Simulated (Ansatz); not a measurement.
**Si: strong compression**

One table from this session's results is given with a row withheld; the runs are named, their logs left out.

Computed with Ansatz 0.2.0 (DFT, PBE, PAW with Ansatz's default frozen-core files, scalar-relativistic, unless a step's input says otherwise).

## Starting point

Symmetry: Im-3m, No. 229, cubic system. The conventional cell has a = 3.175 Å, b = 3.175 Å, c = 3.175 Å, α = 90.00°, β = 90.00°, γ = 90.00°. Si (site symmetry m-3m) is surrounded by 8 Si at 2.75 Å.

Coordinates:

```cif
data_structure
_symmetry_space_group_name_H-M 'P 1'
_symmetry_Int_Tables_number 1
_cell_length_a 2.7495
_cell_length_b 2.7495
_cell_length_c 2.7495
_cell_angle_alpha 109.471
_cell_angle_beta 109.471
_cell_angle_gamma 109.471
_cell_volume 16.00
loop_
_atom_site_label
_atom_site_type_symbol
_atom_site_fract_x
_atom_site_fract_y
_atom_site_fract_z
_atom_site_occupancy
Si1 Si 0.00000 0.00000 0.00000 1
```

Whether this phase is the stable one at these pressures isn't tested.

Set-up of the first run:

Contents of input.yaml:

```yaml
crystal:
  lattice:
    - [-1.587401052, 1.587401052, 1.587401052]
    - [1.587401052, -1.587401052, 1.587401052]
    - [1.587401052, 1.587401052, -1.587401052]
  atoms:
    - { symbol: Si, position: [0.0, 0.0, 0.0] }
kpoints:
  mp_grid: { grid: [17, 17, 17] }
scf:
  occupations: { method: fermi_dirac, width: 0.05 }
hamiltonian:
  xc: pbe
  pseudopotentials: { kind: paw }
output:
  forces: true
  stress: true
relax:
  f_tol: 0.005
  max_steps: 40
  cell: {}
```

The run is started by

```console
ansatz run input.yaml --threads 1 --pin off --max-ram 2048MiB --backend cpu --events-out ev --progress --plain --runs-dir out
```

Steps of the session up to this table: Cell relaxed at zero pressure, PAW; Volume scaled by 1, PAW; Volume scaled by 0.95, PAW; Volume scaled by 0.85, PAW; Volume scaled by 0.75, PAW; Volume scaled by 0.65, PAW; Volume scaled by 0.55, PAW; Volume scaled by 0.45, PAW; Volume scaled by 0.4, PAW.

One table of the session follows, with a row left open; its other results are not shown here.

| method | volume over the first | volume (Å³/atom) | pressure (GPa) |
| --- | --- | --- | --- |
| PAW | 1 | 14.643 | -0.02 |
| PAW | 0.95 | 13.910 | 5.38 |
| PAW | 0.85 | 12.446 | 21.48 |
| PAW | 0.75 | ? | ? |
| PAW | 0.65 | 9.518 | 99.10 |
| PAW | 0.55 | 8.053 | 194.17 |
| PAW | 0.45 | 6.589 | 390.37 |
| PAW | 0.4 | 5.857 | 565.03 |

Q: Estimate the row for PAW, 0.75 from the others.

**Answer.** volume (Å³/atom): 10.982; pressure (GPa): 49.42. In the column «volume (Å³/atom)» it lies between PAW, 0.65 (9.518) and PAW, 0.85 (12.446).
